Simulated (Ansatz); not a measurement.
Structure: TlBr in the CsCl-type structure, at its r2SCAN minimum. Space group Pm-3m (No. 221), cubic; conventional cell a = 3.995 Å, 31.88 Å³ an atom. Tl is surrounded by 8 Br at 3.46 Å; Br is surrounded by 8 Tl at 3.46 Å.

4 runs of Ansatz 0.2.0 on this cell differ in the functional (and in the settings that go with it). Levels are in eV from each run's valence top; v1 is the last filled band, c1 the first empty one.

Run A, mean stress 0.0 GPa (compression positive):
```
point      v5     v3     v1    c1    c2    c3
    Γ  -10.30  -1.31  -1.31  7.57  7.57  7.69
    X  -10.29  -0.83   0.00  2.33  6.23  6.23
    M  -10.25  -2.91  -0.75  5.26  5.26  7.84
```

Run B, mean stress +0.7 GPa (compression positive):
```
point      v5     v3     v1    c1    c2    c3
    Γ  -11.38  -1.60  -1.60  8.53  8.53  8.97
    X  -11.37  -1.07   0.00  3.22  7.37  7.37
    M  -11.32  -3.34  -0.98  6.43  6.43  9.15
```

Run C, mean stress +0.7 GPa (compression positive):
```
point      v5     v3     v1    c1    c2    c3
    Γ  -11.31  -1.55  -1.55  7.85  7.85  8.25
    X  -11.30  -1.04   0.00  2.58  6.68  6.68
    M  -11.25  -3.25  -0.94  5.72  5.72  8.43
```

Run D, mean stress +1.0 GPa (compression positive):
```
point     v5     v3     v1    c1    c2    c3
    Γ  -9.92  -1.26  -1.26  7.04  7.04  7.19
    X  -9.92  -0.77   0.00  1.88  5.77  5.77
    M  -9.87  -2.86  -0.69  4.86  4.86  7.35
```

Question: Match the runs to PBE, r2SCAN, HSE06, PBE0.

Answer: A is r2SCAN, B is PBE0, C is HSE06, D is PBE. In order of the gap: PBE 1.88, r2SCAN 2.33, HSE06 2.58, PBE0 3.22 eV. The stress vanishes for r2SCAN, which relaxed the cell.

Calculated for a static, non-magnetic cell.

Spin-orbit coupling is left out; in compounds of Pb, Bi, Tl or Hg it can lower a gap by up to about 1 eV, split its edges or invert the bands.

The program warns that its thresholds are loose for a hybrid's stress.

The meshes of the hybrids are coarse, so their gaps aren't converged to the digits shown.
